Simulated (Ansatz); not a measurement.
Here is an Ansatz 0.2.0 calculation.

The input input.yaml:

```yaml
crystal:
  lattice:
    - [2.4719999032, 0.0, 0.0]
    - [-1.2359999516, 2.1408147143, 0.0]
    - [0.0, 0.0, 4.02114408]
  atoms:
    - { symbol: Co, position: [0.671188, 0.338513, 0.742573], spin: 2.0 }
    - { symbol: Co, position: [0.330158, 0.660963, 0.247776], spin: -2.0 }
hamiltonian:
  xc: pbe
  pseudopotentials: { kind: paw }
  dispersion: d3bjatm
  hubbard: { sites: [{ species: Co, l: d, u_eff: 1.0 }] }
magnetization:
  spin_polarized: true
kpoints:
  mp_grid: { grid: [9, 9, 5] }
scf:
  occupations: { method: methfessel_paxton, width: 0.05 }
output:
  forces: true
  stress: true
  eigenvalues: true
  xc_energy_on_converged_density: [lda, pbesol, rpbe, revpbe, blyp, r2scan]
```

Potentials or basis: Ansatz PAW.

Command:

```sh
$ ansatz run input.yaml --threads 1 --pin off --max-ram 2560MiB --backend cpu --events-out ev --progress --plain --runs-dir out
```

Question: Predict the site moments.

Answer: Co +1.43, -1.43 μB.

Question: What does it give for the pressure?

Answer: 1.2 GPa.

Question: Estimate the band gap on the k mesh.

Answer: None (metal or under the smearing width).

Forces on the atoms (eV/Å):
```
Co  -0.016 -0.063  0.211
Co   0.016  0.063 -0.211
```

Caveat: the magnetic or orbital state may not be the lowest; pairwise dispersion overbinds metals, which lowers pressure and volume; the U is typed as a test and isn't derived for this compound. The state reached can hang on the start; a lower one may exist.
